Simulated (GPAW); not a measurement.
PbO2:

```
Pb O
1.0
     4.99496    0.00000    0.00000
     0.00000    4.99496    0.00000
     0.00000    0.00000    3.40900
Pb O
2 4
Direct
  0.50000 0.50000 0.50000
  0.00000 0.00000 0.00000
  0.69257 0.69257 0.00000
  0.30743 0.30743 0.00000
  0.80743 0.19257 0.50000
  0.19257 0.80743 0.50000
```

The cell is a database's computed one.

* Program: GPAW 26.7.0
* Task: relaxation of cell and atoms
* Functional: PBEsol
* Dispersion: D3(BJ)
* Potentials or basis: PAW data sets generated in the run's folder for this functional
* Cutoff: 800 eV
* Basis: pw
* k mesh: 4 × 4 × 5
* Occupations: fermi-dirac, width 0.05 eV
* Spin: no spin polarisation

At the start: pressure -3.4 GPa; volume 14.18 Å³/atom.

**Question.** Where does the relaxation end?

**Answer.** Over 10 steps the energy falls by 3.5 meV/atom and the volume is 13.81 Å³/atom (-2.6 %); space group P4_2/mnm (No. 136, to 0.05 Å).

Step by step:
```
step  energy change (eV)  largest force (eV/Å)  pressure (GPa)  volume (Å³)
   1              0.0000                0.0317           -3.42        85.05
   2             -0.0037                0.0198           -3.12        84.87
   3             -0.0192                0.0833           -0.02        83.13
   4             -0.0196                0.0631           -0.09        83.16
   5             -0.0203                0.0059           -0.07        83.08
   6             -0.0203                0.0111           -0.02        83.05
   7             -0.0204                0.0194            0.09        82.97
   8             -0.0204                0.0238            0.18        82.89
   9             -0.0206                0.0197            0.19        82.84
  10             -0.0208                0.0086            0.10        82.87
```

Final structure:
```
Pb O
1.0
     4.94030    0.00001    0.00000
     0.00001    4.94030    0.00000
     0.00000    0.00000    3.39549
Pb O
2 4
Direct
  0.50000 0.50000 0.50000
  0.00000 0.00000 0.00000
  0.69282 0.69282 0.00000
  0.30718 0.30718 0.00000
  0.80717 0.19283 0.50000
  0.19283 0.80717 0.50000
```

Caveat: the k mesh is coarse; later steps reuse the first step's grids.
